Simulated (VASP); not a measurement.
AlAs:

```
Al As
1.0
     0.00000    2.84090    2.84090
     2.84090    0.00000    2.84090
     2.84090    2.84090    0.00000
Al As
1 1
Direct
  0.00000 0.00000 0.00000
  0.25000 0.25000 0.25000
```

The cell was built by a generator and needn't be a form met in nature.

Base run:

| Quantity | Value |
| --- | --- |
| Program | VASP 6.6.1 |
| Functional | PBEsol |
| Potentials or basis | VASP PAW PBE potentials, release 64 (Al, As) |
| Cutoff | 520 eV |
| k mesh | 10 × 10 × 10 |
| Occupations | gaussian, width 0.03 eV |
| Spin | no spin polarisation |

Its results: band gap on the k mesh 1.34 eV, indirect (least direct gap 1.89 eV).

Q: The run is repeated on the same cell with these changes: functional from PBEsol to TB-mBJ. What comes out?

A: Band gap on the k mesh 2.18 eV, indirect (least direct gap 2.87 eV).
